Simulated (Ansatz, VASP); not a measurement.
**Two plane-wave programs on TePb**

```
Te Pb
1.0
     4.00229    0.00000    0.00000
     0.00000    4.00229    0.00000
     0.00000    0.00000    4.00229
Te Pb
1 1
Direct
  0.50000 0.50000 0.50000
  0.00000 0.00000 0.00000
```

Measurements of this composition are mostly on another form, of space group No. 225.

Alike in both runs: task single point; functional PBE; dispersion D3(BJ); k mesh 4 × 4 × 4; occupations gaussian, width 0.1 eV; no spin polarisation.

|  | VASP | Ansatz |
| --- | --- | --- |
| version | VASP 6.6.1 | Ansatz 0.2.0 |
| potentials or method | VASP PAW PBE potentials, release 64 (Te, Pb_d) | scalar-relativistic, plane waves, PAW |
| plane-wave cutoff (eV) | 520 | 420 |
| valence electrons in the cell | 20 | 30 |

|  | VASP | Ansatz | Ansatz less VASP |
| --- | --- | --- | --- |
| gap on the k mesh at the Fermi level (eV) | none | none | - |
| pressure (GPa) | -1.1 | -1.1 | +0.04 |

A gap of «none» marks a metal or a gap that the smearing closes. The functional is the same, so the differences come from potentials, cutoffs and numerics. The two sets of potentials don't hold the same shells in valence. Ansatz warned: «dispersion_switch_in_reach».

Caveats: the k mesh is coarse (spacing up to 0.39 Å⁻¹), so the values aren't converged; pairwise dispersion overbinds metals, which lowers pressure and volume. The runs have no spin-orbit coupling, so splittings on Pb, Te are missing.
